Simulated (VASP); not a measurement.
Wanted: the native input for a VASP 6.6.1 run.

```
Task                   : work function
Functional             : PBE
Potentials or basis    : VASP PAW PBE potentials, release 64 (Au)
Cutoff                 : 520 eV
k mesh                 : 12 × 12 × 1
Occupations            : gaussian, width 0.1 eV
Spin                   : no spin polarisation
Further INCAR settings : ALGO = Normal; EDIFF = 1e-06
```

The structure of Au lies in POSCAR:

```
Au
1.0
    2.8835814537      0.0000000000      0.0000000000
    0.0000000000      2.8835814537      0.0000000000
    0.0000000000      0.0000000000     26.2340000000
Au
7
Direct
    0.0000000000      0.0000000000      0.2668293055
    0.5000000000      0.5000000000      0.3445528703
    0.0000000000      0.0000000000      0.4222764352
    0.5000000000      0.5000000000      0.5000000000
    0.0000000000      0.0000000000      0.5777235648
    0.5000000000      0.5000000000      0.6554471297
    0.0000000000      0.0000000000      0.7331706945
```

The slab is cut from a database's or a generator's crystal, which needn't be the stable form of the element.

These files were run (other wordings do the same):

INCAR

```
SYSTEM = Au
PREC = Accurate
ENCUT = 520
EDIFF = 1E-6
ISMEAR = 0
SIGMA = 0.1
LREAL = .FALSE.
LASPH = .TRUE.
NELM = 100
ALGO = Normal
ISIF = 2
LWAVE = .FALSE.
LCHARG = .TRUE.
GGA = PE
LELF = .TRUE.
LVHAR = .TRUE.
LVACPOTAV = .TRUE.
```

KPOINTS

```
regular mesh
0
G
  12 12 1
  0 0 0
```

Potentials or basis: VASP PAW PBE potentials, release 64 (Au).

Command:

```bash
$ cat potpaw_PBE.64/Au/POTCAR > POTCAR
$ mpirun -np 1 vasp_std > vasp.out
```

Results of the run:

```
Largest force          : 0.341 eV/Å
Band gap on the k mesh : none (metal or under the smearing width)
```

It took 3.2 min on 1 thread of Intel(R) Xeon(R) Platinum 8488C (Sapphire Rapids) (shared host), peak memory 0.43 GiB.
